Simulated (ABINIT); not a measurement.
# Pb (P6_3/mmc) in ABINIT: convergence with k mesh

Aim: find how far k mesh must go before the results for Pb settle, at LDA. This setting moves, with any that are tied to it; all else stays.

Program: ABINIT 10.8.3 (patched build). These are calculated values, not measurements. Logs are shortened: lines on timing, memory, paths and dates and some standing lists are left out, and cuts for length are marked. The log counts tension as positive stress, the text compression.

## Step 1: The structure

The structure is hexagonal, space group P6_3/mmc (No. 194). Conventional cell: a = 3.480 Å, b = 3.480 Å, c = 5.590 Å, α = 90.00°, β = 90.00°, γ = 120.00°. Pb (site symmetry -6m2) is surrounded by 12 Pb at 3.44 to 3.48 Å.

This isn't the form of Pb at room conditions, which is fcc.

## Step 2: With k mesh 2 × 2 × 1

run.abi reads:

```
pp_dirpath "./"
pseudos "Pb.LDA_PW-JTH.xml"

acell 3*1.0 Angstrom
rprim
     3.4800000000     0.0000000000     0.0000000000
    -1.7400000000     3.0137684052     0.0000000000
     0.0000000000     0.0000000000     5.5900000000
ntypat 1
znucl 82
natom 2
typat 1 1
xred
     0.6666666667     0.3333333333     0.7500000000
     0.3333333333     0.6666666667     0.2500000000

ecut 22.0
pawecutdg 44.0

kptopt 1
ngkpt 2 2 1
nshiftk 1
shiftk 0.0 0.0 0.0

ixc 7

nband 18
occopt 7
tsmear 0.05 eV

nstep 100
tolvrs 1.0e-9

iomode 3
prtwf 0
prtden 0
prteig 0
prtebands 0
```

Potentials or basis: JTH PAW LDA v2.0.

On the command line:

```sh
$ abinit run.abi > log 2>&1
```

Run time: 2.9 s. Hardware: 1 thread of Arm Neoverse V1, shared host; peak memory 0.09 GiB.

It converged, with:

```
Free energy                                           : -3342.1278 eV
Pressure                                              : 1.4 GPa
Band gap on the k mesh                                : none (metal or under the smearing width)
Valence electrons inside the program's atomic spheres : Pb 11.44 (radii [1.2714] Å)
```

## Step 3: With k mesh 3 × 3 × 2

Edit run.abi of step 2 so:

```diff
@@ -20,3 +20,3 @@
 kptopt 1
-ngkpt 2 2 1
+ngkpt 3 3 2
 nshiftk 1
```

Potentials or basis: JTH PAW LDA v2.0.

On the command line:

```sh
$ abinit run.abi > log 2>&1
```

It took 7.3 s on 1 thread of Arm Neoverse V1, shared host; peak memory 0.09 GiB.

Results (log left out):

```
Free energy                                           : -3341.9067 eV
Pressure                                              : -2.7 GPa
Band gap on the k mesh                                : none (metal or under the smearing width)
Valence electrons inside the program's atomic spheres : Pb 11.39 (radii [1.2714] Å)
```

## Step 4: With k mesh 4 × 4 × 2

Edit run.abi of step 3 so:

```diff
@@ -20,3 +20,3 @@
 kptopt 1
-ngkpt 3 3 2
+ngkpt 4 4 2
 nshiftk 1
```

On the command line:

```sh
$ abinit run.abi > log 2>&1
```

It took 8.5 s on 1 thread of Arm Neoverse V1, shared host; peak memory 0.1 GiB.

It converged, with:

| Quantity | Value |
| --- | --- |
| Free energy | -3341.1690 eV |
| Pressure | -2.6 GPa |
| Band gap on the k mesh | none (metal or under the smearing width) |
| Valence electrons inside the program's atomic spheres | Pb 11.39 (radii [1.2714] Å) |

## Step 5: With k mesh 5 × 5 × 3

Edit run.abi of step 4 so:

```diff
@@ -20,3 +20,3 @@
 kptopt 1
-ngkpt 4 4 2
+ngkpt 5 5 3
 nshiftk 1
```

On the command line:

```sh
$ abinit run.abi > log 2>&1
```

It took 12 s on 1 thread of Arm Neoverse V1, shared host; peak memory 0.1 GiB.

Results (log left out):

```yaml
Free_energy: -3341.4929 eV
Pressure: 0.1 GPa
Band_gap_on_the_k_mesh: none (metal or under the smearing width)
Valence_electrons_inside_the_program's_atomic_spheres: Pb 11.41 (radii [1.2714] Å)
```

## Step 6: With k mesh 7 × 7 × 4

Edit run.abi of step 5 so:

```diff
@@ -20,3 +20,3 @@
 kptopt 1
-ngkpt 5 5 3
+ngkpt 7 7 4
 nshiftk 1
```

Potentials or basis: JTH PAW LDA v2.0.

On the command line:

```sh
$ abinit run.abi > log 2>&1
```

Wall time 28 s (1 thread of Arm Neoverse V1, shared host); peak memory 0.11 GiB.

The run converged. Its results:

| Item | Value |
| --- | --- |
| Free energy | -3341.4733 eV |
| Pressure | -0.9 GPa |
| Band gap on the k mesh | none (metal or under the smearing width) |
| Valence electrons inside the program's atomic spheres | Pb 11.40 (radii [1.2714] Å) |

## Step 7: With k mesh 8 × 8 × 4

Edit run.abi of step 6 so:

```diff
@@ -20,3 +20,3 @@
 kptopt 1
-ngkpt 7 7 4
+ngkpt 8 8 4
 nshiftk 1
```

On the command line:

```sh
$ abinit run.abi > log 2>&1
```

It took 31 s on 1 thread of Arm Neoverse V1, shared host; peak memory 0.12 GiB.

Results (log left out):

```
Free energy                                           : -3341.4411 eV
Pressure                                              : -0.3 GPa
Band gap on the k mesh                                : none (metal or under the smearing width)
Valence electrons inside the program's atomic spheres : Pb 11.41 (radii [1.2714] Å)
```

## Step 8: With k mesh 9 × 9 × 5

Edit run.abi of step 7 so:

```diff
@@ -20,3 +20,3 @@
 kptopt 1
-ngkpt 8 8 4
+ngkpt 9 9 5
 nshiftk 1
```

On the command line:

```sh
$ abinit run.abi > log 2>&1
```

It took 46 s on 1 thread of Arm Neoverse V1, shared host; peak memory 0.13 GiB.

It converged, with:

* Free energy: -3341.4454 eV
* Pressure: -0.6 GPa
* Band gap on the k mesh: none (metal or under the smearing width)
* Valence electrons inside the program's atomic spheres: Pb 11.41 (radii [1.2714] Å)

## Step 9: With k mesh 11 × 11 × 6

Edit run.abi of step 8 so:

```diff
@@ -20,3 +20,3 @@
 kptopt 1
-ngkpt 9 9 5
+ngkpt 11 11 6
 nshiftk 1
```

Potentials or basis: JTH PAW LDA v2.0.

On the command line:

```sh
$ abinit run.abi > log 2>&1
```

Wall time 73 s (1 thread of Arm Neoverse V1, shared host); peak memory 0.16 GiB.

Results (log left out):

| Quantity | Value |
| --- | --- |
| Free energy | -3341.4836 eV |
| Pressure | -0.8 GPa |
| Band gap on the k mesh | none (metal or under the smearing width) |
| Valence electrons inside the program's atomic spheres | Pb 11.41 (radii [1.2714] Å) |

## Step 10: With k mesh 14 × 14 × 8

Edit run.abi of step 9 so:

```diff
@@ -20,3 +20,3 @@
 kptopt 1
-ngkpt 11 11 6
+ngkpt 14 14 8
 nshiftk 1
```

Potentials or basis: JTH PAW LDA v2.0.

On the command line:

```sh
$ abinit run.abi > log 2>&1
```

run.abo:

```text
.Version 10.8.3 of ABINIT
 Symmetries : space group P6_3/m m c (#194); Bravais hP (primitive hexag.)
================================================================================
 Values of the parameters that define the memory need of the present run
     intxc =       0    ionmov =       0      iscf =      17    lmnmax =      18
     lnmax =       6     mgfft =      48  mpssoang =       3    mqgrid =    3155
     natom =       2  nloc_mem =       2    nspden =       1   nspinor =       1
    nsppol =       1      nsym =      24    n1xccc =       1    ntypat =       1
    occopt =       7   xclevel =       1
       mpw =        1968          nfft =       43200          nkpt =         120
 PAW method is used; the additional fine FFT grid is defined by:
   mgfftf=        64    nfftf =    102400
================================================================================
================================================================================

--------------------------------------------------------------------------------
------------- Echo of variables that govern the present computation ------------
--------------------------------------------------------------------------------
 -outvars: echo values of preprocessed input variables --------
            acell      1.8897261259E+00  1.8897261259E+00  1.8897261259E+00 Bohr
              amu      2.07200000E+02
             ecut      2.20000000E+01 Hartree
                       outvar_i_n : Printing only first  50 k-points.
              ixc           7
                       outvar_i_n : Printing only first  50 k-points.
         kptrlatt       14    0    0      0   14    0      0    0    8
          kptrlen      8.45085524E+01
            natom           2
            nband          18
            ngfft          30      30      48
          ngfftdg          40      40      64
             nkpt         120
            nstep         100
             nsym          24
           ntypat           1
                       prtocc : prtvol=0, do not print more k-points.
           occopt           7
        pawecutdg      4.40000000E+01 Hartree
           prtden           0
        prtebands           0
           prteig           0
            prtwf           0
            rprim      3.4800000000E+00  0.0000000000E+00  0.0000000000E+00
                      -1.7400000000E+00  3.0137684052E+00  0.0000000000E+00
                       0.0000000000E+00  0.0000000000E+00  5.5900000000E+00
          spgroup         194
           tolvrs      1.00000000E-09
           tsmear      1.83746611E-03 Hartree
            typat      1  1
           useylm           1
                       outvars : Printing only first  50 k-points.
           xangst      1.7400000000E+00  1.0045894684E+00  4.1925000000E+00
                       1.9253230604E-17  2.0091789368E+00  1.3975000000E+00
            xcart      3.2881234591E+00  1.8983989642E+00  7.9226767829E+00
                       3.6383332881E-17  3.7967979285E+00  2.6408922610E+00
             xred      6.6666666667E-01  3.3333333333E-01  7.5000000000E-01
                       3.3333333333E-01  6.6666666667E-01  2.5000000000E-01
            znucl       82.00000

================================================================================

 chkinp: Checking input parameters for consistency.

================================================================================
== DATASET  1 ==================================================================

--- !DatasetInfo
iteration_state: {dtset: 1, }
dimensions: {natom: 2, nkpt: 120, mband: 18, nsppol: 1, nspinor: 1, nspden: 1, mpw: 1968, }
cutoff_energies: {ecut:  22.0, pawecutdg:  44.0, }
electrons: {nelect:   2.80000000E+01, charge:   0.00000000E+00, occopt:   7.00000000E+00, tsmear:   1.83746611E-03, }
meta: {optdriver: 0, ionmov: 0, optcell: 0, iscf: 17, paral_kgb: 0, }
...

 Exchange-correlation functional for the present dataset will be:
  LDA: Perdew-Wang 92 LSD fit to Ceperley-Alder data - ixc=7
  J.P.Perdew and Y.Wang, PRB 45, 13244 (1992)

[... 76 lines left out ...]
xred      :
- [  6.6667E-01,   3.3333E-01,   7.5000E-01, Pb]
- [  3.3333E-01,   6.6667E-01,   2.5000E-01, Pb]
cartesian_forces: # hartree/bohr
- [ -5.11812675E-29,   1.77297112E-29,  -0.00000000E+00, ]
- [  5.11812675E-29,  -1.77297112E-29,  -0.00000000E+00, ]
force_length_stats: {min:   5.41651623E-29, max:   5.41651623E-29, mean:   5.41651623E-29, }
...

 Integrated electronic density in atomic spheres:
 ------------------------------------------------
 Atom  Sphere_radius  Integrated_density
    1        2.40264         11.40669880
    2        2.40264         11.40669880

================================================================================

 ----iterations are completed or convergence reached----

 Mean square residual over all n,k,spin=   46.255E-08; max=  46.120E-05
 reduced coordinates (array xred) for    2 atoms
       0.666666666667      0.333333333333      0.750000000000
       0.333333333333      0.666666666667      0.250000000000
 rms dE/dt=  2.5187E-28; max dE/dt=  4.0390E-28; dE/dt below (all hartree)
    1       0.000000000000     -0.000000000000      0.000000000000
    2      -0.000000000000      0.000000000000      0.000000000000

 cartesian coordinates (angstrom) at end:
    1      1.74000000000000     1.00458946840000     4.19250000000000
    2      0.00000000000000     2.00917893680000     1.39750000000000

 cartesian forces (hartree/bohr) at end:
    1     -0.00000000000000     0.00000000000000    -0.00000000000000
    2      0.00000000000000    -0.00000000000000    -0.00000000000000
 frms,max,avg= 3.1272271E-29 5.1181268E-29   0.000E+00  0.000E+00  0.000E+00 h/b

 cartesian forces (eV/Angstrom) at end:
    1     -0.00000000000000     0.00000000000000    -0.00000000000000
    2      0.00000000000000    -0.00000000000000    -0.00000000000000
 frms,max,avg= 1.6080848E-27 2.6318466E-27   0.000E+00  0.000E+00  0.000E+00 e/A
 length scales=  1.889726125908  1.889726125908  1.889726125908 bohr
              =  1.000000000000  1.000000000000  1.000000000000 angstroms
 Fermi (or HOMO) energy (hartree) =   0.27637   Average Vxc (hartree)=  -0.35799
 Eigenvalues (hartree) for nkpt= 120  k points:
 kpt#   1, nband= 18, wtk=  0.00064, kpt=  0.0000  0.0000  0.0000 (reduced coord)
  -0.34804   -0.34620   -0.34577   -0.34577   -0.34484   -0.34484   -0.34325   -0.34325
  -0.33591   -0.33591   -0.16443   -0.01950    0.11928    0.47958    0.47958    0.54945
   0.54945    0.57319
      occupation numbers for kpt#   1
   2.00000    2.00000    2.00000    2.00000    2.00000    2.00000    2.00000    2.00000
   2.00000    2.00000    2.00000    2.00000    2.00000    0.00000    0.00000    0.00000
   0.00000    0.00000
 prteigrs : prtvol=0 or 1, do not print more k-points.

--- !EnergyTerms
iteration_state     : {dtset: 1, }
comment             : Components of total free energy in Hartree
kinetic             :  1.01422834372784E+01
hartree             :  3.42638197491434E+01
xc                  : -5.05669369463531E+00
Ewald energy        : -9.71485912846722E+01
psp_core            :  3.11800450599388E+00
local_psp           : -1.12775992352385E+02
PAW spherical_terms :  4.46604868156179E+01
internal            : -1.22796682823659E+02
'-kT*entropy'       : -5.23459088508885E-05
total_energy        : -1.22796735169568E+02
total_energy_eV     : -3.34146939044455E+03
...

--- !EnergyTermsDC
iteration_state     : {dtset: 1, }
comment             : '"Double-counting" decomposition of free energy'
band_energy         : -6.16505073173060E+00
Ewald energy        : -9.71485912846722E+01
psp_core            :  3.11800450599388E+00
xc_dc               : -3.38542862932102E+01
PAW spherical_terms :  1.12532479139053E+01
internal            : -1.22796675889714E+02
'-kT*entropy'       : -5.23459088508885E-05
total_energy_dc     : -1.22796728235623E+02
total_energy_dc_eV  : -3.34146920176229E+03
...

--- !EnergyTermsWithPAWCore
iteration_state     : {dtset: 1, }
comment             : 'Components of total free energy, including PAW core contributions'
Total energy        : -4.17416961326525E+04
Total energy DC     : -4.17416961257186E+04
Total energy (eV)   : -1.13584941602798E+06
Total energy DC (eV): -1.13584941583930E+06
...

 Cartesian components of stress tensor (hartree/bohr^3)
  sigma(1 1)=  4.15670353E-05  sigma(3 2)=  0.00000000E+00
  sigma(2 2)=  4.15670351E-05  sigma(3 1)=  0.00000000E+00
  sigma(3 3)= -2.20189016E-05  sigma(2 1)=  0.00000000E+00

-Cartesian components of stress tensor (GPa)         [Pressure= -5.9936E-01 GPa]
- sigma(1 1)=  1.22294440E+00  sigma(3 2)=  0.00000000E+00
- sigma(2 2)=  1.22294440E+00  sigma(3 1)=  0.00000000E+00
- sigma(3 3)= -6.47818451E-01  sigma(2 1)=  0.00000000E+00

== END DATASET(S) ==============================================================
================================================================================

 -outvars: echo values of variables after computation  --------
            acell      1.8897261259E+00  1.8897261259E+00  1.8897261259E+00 Bohr
           etotal     -1.2279672824E+02
            fcart     -5.1181267535E-29  1.7729711153E-29 -0.0000000000E+00
                       5.1181267535E-29 -1.7729711153E-29 -0.0000000000E+00
            rprim      3.4800000000E+00  0.0000000000E+00  0.0000000000E+00
                      -1.7400000000E+00  3.0137684052E+00  0.0000000000E+00
                       0.0000000000E+00  0.0000000000E+00  5.5900000000E+00
           strten      4.1567035301E-05  4.1567035142E-05 -2.2018901594E-05
                       0.0000000000E+00  0.0000000000E+00  0.0000000000E+00
           xangst      1.7400000000E+00  1.0045894684E+00  4.1925000000E+00
                       1.9253230604E-17  2.0091789368E+00  1.3975000000E+00
             xred      6.6666666667E-01  3.3333333333E-01  7.5000000000E-01
                       3.3333333333E-01  6.6666666667E-01  2.5000000000E-01
 Calculation completed.
```

Wall time 2.3 min (1 thread of Arm Neoverse V1, shared host); peak memory 0.22 GiB.

Results:

- Free energy: -3341.4692 eV
- Pressure: -0.6 GPa
- Band gap on the k mesh: none (metal or under the smearing width)
- Valence electrons inside the program's atomic spheres: Pb 11.41 (radii [1.2714] Å)

## Step 11: The series at a glance

```
     k mesh  energy less the tightest run, at zero smearing (meV/atom)  pressure (GPa)  SCF cycles  CPU time (s)  peak memory (GiB)
  2 × 2 × 1                                                    -324.86            1.43          12           2.8               0.09
  3 × 3 × 2                                                    -217.87           -2.69          11           7.2               0.09
  4 × 4 × 2                                                     152.41           -2.59          11           8.4                0.1
  5 × 5 × 3                                                     -11.57            0.05          11            12                0.1
  7 × 7 × 4                                                      -2.24           -0.86          11            28               0.11
  8 × 8 × 4                                                      14.05           -0.27          10            31               0.12
  9 × 9 × 5                                                      12.18           -0.56          12            45               0.13
11 × 11 × 6                                                      -7.20           -0.80          11            73               0.16
14 × 14 × 8                                                       0.00           -0.60          11           140               0.22
```

Not settled before the last step: the energy (to 1 meV/atom), the pressure (to 0.1 GPa). Meshes of other sizes hit other points, so gaps and Fermi surfaces needn't settle smoothly. The tightest run that finished is the yardstick and may itself not be fully converged.
